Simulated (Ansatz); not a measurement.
Crystal: ZnSe (Stilleite).

```
Se Zn
1.0
     0.00000    2.83380    2.83380
     2.83380    0.00000    2.83380
     2.83380    2.83380    0.00000
Se Zn
1 1
Cartesian
  4.2507 4.2507 4.2507
  0.0000 0.0000 0.0000
```

Program: Ansatz 0.2.0. Alike in all runs: cell as given; cutoff (eV) 311; basis error allowed 0.001 eV/atom.

Problem. Order these runs on this cell by their pressure, lowest first.
A. level PBEsol; potentials or basis all-electron LAPW, relativistic spinors; spin SOC, no magnetisation; k mesh 6 × 6 × 6; smearing fermi-dirac 0.05 eV
B. level PBE; potentials or basis all-electron LAPW, scalar-relativistic; spin off; k mesh 8 × 8 × 8; smearing gaussian 0.05 eV
C. level LDA; potentials or basis all-electron LAPW, scalar-relativistic; spin off; k mesh 8 × 8 × 8; smearing gaussian 0.1 eV

Solution. C (-3.4 GPa), A (-1.1 GPa), B (2.1 GPa).
